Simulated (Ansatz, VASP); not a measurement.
## Two plane-wave programs on Bi

```
CELL_PARAMETERS angstrom
-2.08923 2.08923 2.08923
2.08923 -2.08923 2.08923
2.08923 2.08923 -2.08923
ATOMIC_POSITIONS crystal
Bi 0.00000 0.00000 0.00000
```

Alike in both runs: task single point; functional RPBE; k mesh 12 × 12 × 12; occupations fermi-dirac, width 0.1 eV; no spin polarisation.

|  | VASP | Ansatz |
| --- | --- | --- |
| version | VASP 6.6.1 | Ansatz 0.2.0 |
| potentials or method | VASP PAW PBE potentials, release 64 (Bi_d) | plane waves (420 eV) with PAW, scalar-relativistic |
| plane-wave cutoff (eV) | 520 | 420 |
| valence electrons in the cell | 15 | 15 |

|  | VASP | Ansatz | Ansatz less VASP |
| --- | --- | --- | --- |
| pressure (GPa) | -4.3 | -4.2 | +0.06 |

With one functional, cell and mesh, what is left measures potentials, basis and numerics.

Caveats: the PAW data sets were made with another functional, which shifts forces and pressure a little (VASP).
